## Binding in the diamond structure: distance, s electrons and electron count

The energy less free atoms is the energy of the crystal per atom minus that of one isolated atom. It was computed with a density functional for both, without relativity, and the free atoms were kept spherical and without spin. A negative value means that the crystal lies lower in energy than these model atoms, and its size is called the binding here. Real free atoms lower their energy by aligning spins, so the binding in the table is larger than the true cohesive energy. The cells were held fixed, so the distances are inputs. The pressures left in them change the binding by about 0.04 eV/atom at most, in a rough estimate.

Elements in the diamond structure (space group Fd-3m, 2 atoms per cell), computed with Ansatz 0.2.0 using all-electron LAPW and PBE, without relativity or spin, at fixed cells and with Fermi-Dirac smearing of 0.05 to 0.08 eV. M is the site that the atoms occupy. The free atoms are spherical and spin-unpolarised, and pressure is positive in compression.

```
element   Z  group  period                 cell  volume (Å³/atom)  shortest distance from M (Å)  energy less free atoms (eV/atom)  pressure (GPa)
     Al  13     13       3     relaxed with PAW             27.64                          2.62                             -3.02             0.0
      C   6     14       2  measured cell (COD)             5.672                          1.54                             -9.11             1.9
     Si  14     14       3  measured cell (COD)             20.02                          2.35                             -5.44             2.0
     Ge  32     14       4  measured cell (COD)             22.64                          2.45                             -4.60             4.0
     Sn  50     14       5  measured cell (COD)             34.19                          2.81                             -4.01             4.0
```

The shortest distance from M, written d below, is the length of the bond between an atom and each of its four neighbours. Down group 14, from carbon to tin, d grows and the binding falls, but not in step. Between silicon and germanium the bond grows by only 4%, yet 0.84 eV/atom is lost. Between germanium and tin it grows by 15%, and the loss is smaller. Aluminium has a shorter bond than tin and still binds least.

### What distance does

The four elements of group 14 have the same crystal structure and four valence electrons per atom. They differ in the size of the core, whose electrons keep the valence electrons, and with them the neighbours, at a distance. Carbon is the extreme case: it has no inner p shell, so its 2p electrons stay close to the nucleus and its bond is very short.

An ionic crystal such as rock salt shows what a change of scale does. If all its distances are stretched by one factor and the charges are kept, its electrostatic energy falls as 1/d. Silicon and germanium both have four valence electrons around an ion of charge +4. Suppose that their valence clouds are likewise magnified copies of one another, in the crystal and in the free atom, and that the pull of the ion cores on them is stretched by the same factor. Then the electrostatic part of the binding also falls as 1/d. The analogy ends where the clouds change shape, and it leaves out the kinetic energy, which falls faster, as 1/d² for a magnified copy. The 1/d rule is therefore a first guess that has to be tried on the table.

Over the whole group it does fairly well. From carbon to tin the distance grows by more than 80%, while the product of binding and distance falls by only 20%, from 14.0 to 11.3 eV Å. With d² in place of d, the product would rise by almost half between the same two elements. Most of the steep drop from carbon to silicon thus goes with the longer bond. A part of it belongs to the free atoms: the neglect of spin exaggerates the binding of carbon by roughly 1.3 eV, more than that of silicon.

### Why germanium falls short

Silicon gives an estimate for germanium, with the distances in Å:

binding of Ge ≈ 5.44 eV × 2.35 / 2.45 = 5.22 eV per atom.

The computed value is 4.60 eV, so the estimate is 13% too high. The longer bond accounts for about a quarter of the loss, and something else must have changed between the two elements.

Theory points to the filled 3d shell, which silicon lacks. Filling this shell goes along with ten extra protons in the nucleus, and the ten 3d electrons screen them poorly. The 4s electrons, which come closer to the nucleus than the 4p electrons, feel this most and are held more deeply. The same pull keeps the germanium atom small, so a bond that is hardly longer and a binding that is clearly weaker have a common origin.

A deep s level weakens the binding because of what a bond requires. The free atom has two s and two p electrons, but four equal bonds need s and p orbitals mixed on each atom. Some s electrons must be raised towards the p level, and the bonds have to repay that cost. The gap between the two levels in the free atom, recalled roughly from non-relativistic local-density calculations, is about 6.7 eV in silicon and 7.5 eV in germanium. The increase is of the size of the shortfall. Carbon, however, goes the other way: its gap, recalled as roughly 8 eV, is the largest of the group, yet it binds more strongly than the 1/d estimate from silicon, even after a rough correction for the neglected spin. The gap therefore can't account for the departures from 1/d across the whole group.

The computed bands fit this picture. The average separation between the four bonding bands and the four antibonding bands above them is 9.5 eV in silicon and 9.8 eV in germanium. The bonds of germanium thus show no sign of a weaker splitting that could explain the loss. The evidence is indirect, since the separation itself contains a part of the s–p gap and the upper four bands are only mainly antibonding.

From germanium to tin the 1/d rule reproduces the computed loss of 0.59 eV/atom. The estimate from silicon is thus 13% too high for tin as well. Yet the s–p gap of tin is smaller than that of silicon, so the gap alone can't explain tin. Probably two changes oppose each other. In the larger tin atom the s–p gap shrinks again, to roughly 6 eV, which eases bonding, while the longer bond costs more than 1/d suggests. Relativity, left out here, would hold the 5s electrons of real tin more deeply and take back some of that relief.

Both ideas can be put into one formula: a term in 1/d plus a term proportional to the recalled s–p gap. Fitted by least squares to the four elements of group 14, it leaves a typical error of 0.1 eV/atom, against 0.6 eV/atom for a fitted 1/d term alone. When each element in turn is predicted from the other three, the errors are 0.2 and 0.9 eV/atom. Most of this gain comes from having a second constant at all: a plain constant in place of the gap term would also lower the errors strongly. The formula therefore illustrates the mechanism but doesn't prove it.

### Why aluminium binds least

Aluminium brings three valence electrons instead of four. The two atoms of the cell then supply six electrons for four bonding bands that could hold eight. The calculation shows the result directly: the filled states end 2.1 eV below the top of the bonding bands, and the crystal is a metal. States that would strengthen the bonds stay empty.

Silicon again serves as the starting point, now scaled by the electron count as well as by distance. Three quarters of its binding, reduced by the ratio of the bond lengths, gives 3.7 eV/atom, while the computed value is 3.0. In this simple estimate, the missing electron and the longer bond account for most of the difference between the two elements. Some of the remaining error lies in the free atoms, since the neglect of spin flatters silicon more than aluminium. The rest may come from the weaker attraction of an ion with three charges instead of four, which is a guess.

This aluminium is a hypothetical crystal, because the real metal is close-packed. Its row shows the diamond structure with one valence electron fewer per atom than in silicon, though the nuclear charge and the bond length differ as well. For a neighbouring element in this structure, the same order of questions applies: how many electrons fill the bonding bands, how long the bond is, and how deep the s level lies below the p level.
